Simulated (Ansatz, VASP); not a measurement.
## Two plane-wave programs on BaTiO3

INCAR

```
PREC = Accurate
ENCUT = 520
EDIFF = 1E-6
ISMEAR = 0
SIGMA = 0.01
LREAL = F
LASPH = T
NELM = 150
ALGO = Normal
ISIF = 2
LWAVE = F
LCHARG = F
LMAXMIX = 4
LDAU = T
LDAUTYPE = 2
LDAUL = -1 2 -1
LDAUU = 0 1 0
LDAUJ = 0 0 0
LDAUPRINT = 1
GGA = PS
IVDW = 13
NBANDS = 28
```

KPOINTS

```
Automatic mesh
0
Gamma
  6 6 6
```

Contents of POSCAR:

```
BaTiO3
1.0
    2.8273670000      1.6323810000      2.3183930000
   -2.8273670000      1.6323810000      2.3183930000
    0.0000000000     -3.2647620000      2.3183930000
Ba Ti O
1 1 3
Direct
    0.0000000000      0.0000000000      0.0000000000
    0.4845000000      0.4845000000      0.4845000000
    0.5086000000      0.5086000000      0.0175000000
    0.0175000000      0.5086000000      0.5086000000
    0.5086000000      0.0175000000      0.5086000000
```

Input for Ansatz:

```yaml
crystal:
  lattice:
    - [2.827367, 1.632381, 2.318393]
    - [-2.827367, 1.632381, 2.318393]
    - [0.0, -3.264762, 2.318393]
  atoms:
    - { symbol: Ba, position: [0.0, 0.0, 0.0] }
    - { symbol: Ti, position: [0.4845, 0.4845, 0.4845] }
    - { symbol: O, position: [0.5086, 0.5086, 0.0175] }
    - { symbol: O, position: [0.0175, 0.5086, 0.5086] }
    - { symbol: O, position: [0.5086, 0.0175, 0.5086] }
basis:
  ecutwfc: 510.0
kpoints:
  mp_grid:
    grid: [6, 6, 6]
hamiltonian:
  xc: pbesol
  dispersion: d4
  hubbard:
    - { species: Ti, l: d, u_eff: 1.0 }
scf:
  occupations:
    method: fixed
output:
  eigenvalues: true
```

Alike in both runs: task single point; functional PBEsol; dispersion D4; k mesh 6 × 6 × 6; no spin polarisation; Hubbard terms Ti d U = 1.0 eV.

|  | VASP | Ansatz |
| --- | --- | --- |
| version | VASP 6.6.1 | Ansatz 0.2.0 |
| potentials or method | VASP PAW PBE potentials, release 64 (Ba_sv, Ti_sv, O) | plane waves, PAW |
| plane-wave cutoff (eV) | 520 | 510 |
| occupations | gaussian, width 0.01 eV | fixed |
| valence electrons in the cell | 40 | 40 |

```csv
,VASP,Ansatz,Ansatz less VASP
gap on the k mesh at the Fermi level (eV),2.43,2.48,+0.048
dispersion energy (meV/atom),-124.5,-124.7,-0.12
```

The programs project onto different local orbitals, so the same U acts differently.

Caveats: spin-orbit coupling is left out, which moves the levels of the heavy elements. A k mesh can miss the band edges.
